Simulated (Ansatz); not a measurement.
The system is Eu.

```xyz
1
Lattice="-2.3030 2.3030 2.3030 2.3030 -2.3030 2.3030 2.3030 2.3030 -2.3030" Properties=species:S:1:pos:R:3 pbc="T T T"
Eu    0.0000    0.0000    0.0000
```

Alike in all runs: program Ansatz 0.2.0; functional PBEsol; potentials or basis Ansatz PAW; cutoff 420 eV (not typed: the program's choice for these potentials); k mesh 8 × 8 × 8; occupations fermi-dirac, width 0.05 eV.

The same cell was started in several ways:

```tsv
start	free energy over the lowest (meV/atom)	net moment (μB)	site or absolute moments (μB)	gap
no spin polarisation	7309.9	-	-	none (metal or under the smearing width)
collinear spin, ferromagnetic start of up to 7 μB	0.0	7.37	Eu +7.10	none (metal or under the smearing width)
collinear spin, ferromagnetic start of up to 8.5 μB	0.0	7.37	Eu +7.10	none (metal or under the smearing width)
collinear spin, random start of up to 4.73 μB	0.0	7.37	Eu +7.10	none (metal or under the smearing width)
```

Allowing spin polarisation gains 7310 meV/atom. A still lower state may exist.

Caveats: spin-orbit coupling is left out, which moves the levels of the heavy elements (some runs).
